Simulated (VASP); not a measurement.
Crystal: Hf.

```xyz
1
Lattice="0.0000 2.0609 2.0609 2.0609 0.0000 2.0609 2.0609 2.0609 0.0000" Properties=species:S:1:pos:R:3 pbc="T T T"
Hf    0.0000    0.0000    0.0000
```

This isn't the form of Hf at room conditions, which is hcp.

The cell isn't the ideal one: volume scaled by 0.8.

```yaml
Program: VASP 6.6.1
Task: relaxation of cell and atoms
Functional: SCAN
Potentials_or_basis: VASP PAW PBE potentials, release 64 (Hf_sv_GW)
Cutoff: 630 eV
k_mesh: 10 × 10 × 10
Occupations: fermi-dirac, width 0.02 eV
Spin: no spin polarisation
Hubbard_terms: Hf d U = 2 eV
```

At the start: pressure 41.7 GPa; volume 17.51 Å³/atom.

Question: How do energy, volume and symmetry change on relaxing?

Answer: Over 21 steps the energy falls by 555.9 meV/atom and the volume is 22.76 Å³/atom (+30.0 %); space group Fm-3m (No. 225, to 0.05 Å).

Step by step:
```tsv
step	energy change (eV)	largest force (eV/Å)	pressure (GPa)	volume (Å³)
1	0.0000	0.0000	41.68	17.51
2	0.1844	0.0000	-20.72	31.76
3	-0.5543	0.0000	-1.41	23.09
4	-0.5558	0.0000	-0.33	22.83
5	-0.5559	0.0000	0.14	22.71
6	-0.5559	0.0000	0.15	22.71
7	-0.5559	0.0000	0.16	22.71
8	-0.5559	0.0000	0.14	22.71
9	-0.5559	0.0000	0.14	22.71
10	-0.5559	0.0000	0.14	22.71
11	-0.5559	0.0000	0.14	22.71
12	-0.5559	0.0000	0.14	22.71
13	-0.5559	0.0000	0.14	22.71
14	-0.5559	0.0000	0.14	22.71
15	-0.5559	0.0000	0.15	22.71
16	-0.5559	0.0000	0.16	22.71
17	-0.5559	0.0000	0.17	22.72
18	-0.5559	0.0000	0.16	22.72
19	-0.5559	0.0000	0.09	22.72
20	-0.5559	0.0000	0.15	22.73
21	-0.5559	0.0000	-0.05	22.76
```

Final structure:
```
Hf
1.0
     0.00000    2.24920    2.24920
     2.24920    0.00000    2.24920
     2.24920    2.24920    0.00000
Hf
1
Direct
  0.00000 0.00000 0.00000
```

Caveat: the PAW data sets were made with another functional, which shifts forces and pressure a little; U without spin polarisation on a metal has little footing; the U is typed as a test and isn't derived for this compound.
